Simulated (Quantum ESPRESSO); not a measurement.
Si2W: zone-centre phonons under several settings

```
W Si
1.0
    -1.60690    1.60690    3.91495
     1.60690   -1.60690    3.91495
     1.60690    1.60690   -3.91495
W Si
1 2
Direct
  0.00000 0.00000 0.00000
  0.66530 0.66530 0.00000
  0.33470 0.33470 0.00000
```

All runs used Quantum ESPRESSO 7.5; relaxed cell; no spin polarisation.

| level | potentials | k mesh (s: shifted) | cutoff (eV) | occupations | volume (Å³/atom) | lowest optical mode without the field (cm⁻¹) | highest optical mode without the field (cm⁻¹) |
| --- | --- | --- | --- | --- | --- | --- | --- |
| PBE | JTH 2.0 PBE | 10 × 10 × 10 | 490 | cold, width 0.2 eV | ? | ? | ? |
| PBEsol | GBRV 1.5 PBEsol | 8 × 8 × 8 | 612 | cold, width 0.136 eV | 13.32 | 264 | 448 |

What stands in the row left open?

Volume 13.67 Å³/atom; lowest optical mode without the field 252 cm⁻¹; highest optical mode without the field 430 cm⁻¹.

Caveats: the cutoff is low for these files, which shifts pressure and relaxed volume (some runs).

For the row left open. Caveat: the cutoff is low for these files, which shifts pressure and relaxed volume.
